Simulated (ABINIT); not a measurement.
Write the native input for ABINIT 10.8.3 (patched build) that does the following.

- Task: equation of state
- Functional: PBE
- Dispersion: D3(BJ)
- Potentials or basis: JTH PAW PBE v2.0
- Cutoff: 680 eV
- k mesh: 10 × 10 × 10
- Occupations: fermi-dirac, width 0.05 eV
- Spin: no spin polarisation
- Fine-grid cutoff: 1278.94 eV
- Exchange and correlation inside the PAW spheres: full angular mesh (pawxcdev 0, this build's default; the released program takes 1)

ZrN:

```
Zr N
1.0
     0.00000    2.30000    2.30000
     2.30000    0.00000    2.30000
     2.30000    2.30000    0.00000
Zr N
1 1
Direct
  0.50000 0.50000 0.50000
  0.00000 0.00000 0.00000
```

The input as run:

run.abi

```
# Datasets: one volume each
ndtset 7
getwfk -1
scalecart1 3*0.9795861087
scalecart2 3*0.9864848297
scalecart3 3*0.9932883884
scalecart4 3*1.0000000000
scalecart5 3*1.0066227096
scalecart6 3*1.0131594038
scalecart7 3*1.0196128224

# Pseudopotentials
pp_dirpath "./"
pseudos "Zr.GGA_PBE-JTH.xml, N.GGA_PBE-JTH.xml"

# Structure
acell 3*1.0 Angstrom
rprim
     0.0000000000     2.3000000000     2.3000000000
     2.3000000000     0.0000000000     2.3000000000
     2.3000000000     2.3000000000     0.0000000000
ntypat 2
znucl 40 7
natom 2
typat 1 2
xred
     0.5000000000     0.5000000000     0.5000000000
     0.0000000000     0.0000000000     0.0000000000

# Plane-wave basis
ecut 25.0
pawecutdg 47.0

# k points
kptopt 1
ngkpt 10 10 10
nshiftk 1
shiftk 0.0 0.0 0.0

# Exchange and correlation
ixc 11
vdw_xc 7

# Bands and occupations
nband 13
occopt 3
tsmear 0.00183747

# SCF cycle
nstep 100
tolvrs 1.0e-9

# Output
iomode 3
prtwf 1
prtden 0
prteig 0
prtebands 0
enunit 2
```

Potentials or basis: JTH PAW PBE v2.0.

Command:

```console
$ abinit run.abi > log 2>&1
```

It gave:

```yaml
Equilibrium_volume: 11.84 Å³/atom
Bulk_modulus: 262 GPa
Pressure_derivative_of_the_bulk_modulus: 4.2
```

Caveat: the cutoff is too short for stress, so the log's stress isn't used; pressures at fixed basis lie under the slope of the energies.

It took 2.4 min on 1 thread of Arm Neoverse V1, on a shared host, peak memory 0.16 GiB.
